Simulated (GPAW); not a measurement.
Crystal: Sb.

```xyz
2
Lattice="2.1542 1.2437 3.7580 -2.1542 1.2437 3.7580 0.0000 -2.4875 3.7580" Properties=species:S:1:pos:R:3 pbc="T T T"
Sb    0.0000    0.0000    8.6416
Sb    0.0000    0.0000    2.6324
```

* Program: GPAW 26.7.0
* Task: single point
* Functional: PBEsol
* Potentials or basis: PAW data sets generated in the run's folder for this functional
* Cutoff: 600 eV
* Basis: pw
* k mesh: 8 × 8 × 8
* Occupations: fermi-dirac, width 0.05 eV
* Spin: no spin polarisation

On this cell: pressure -0.3 GPa; largest force 0.086 eV/Å; band gap on the k mesh none (metal or under the smearing width).

The same run follows on a disturbed copy (atoms moved at random, drawn with an rms of 0.05 Å):

```
CELL_PARAMETERS angstrom
2.15420 1.24373 3.75800
-2.15420 1.24373 3.75800
0.00000 -2.48746 3.75800
ATOMIC_POSITIONS crystal
Sb 0.76764 0.75507 0.76479
Sb 0.25004 0.22744 0.22232
```

What does the disturbed cell give?

The energy (extrapolated to zero smearing) moves by +1.6 meV/atom; pressure -0.8 GPa; largest force 0.124 eV/Å; band gap on the k mesh none (metal or under the smearing width).

Forces on the atoms (eV/Å):
```
Sb   0.047  0.081  0.081
Sb  -0.047 -0.081 -0.081
```

Stress tensor (GPa, compression positive):
```
-0.48  0.12 -0.23
 0.12 -0.63 -0.44
-0.23 -0.44 -1.31
```
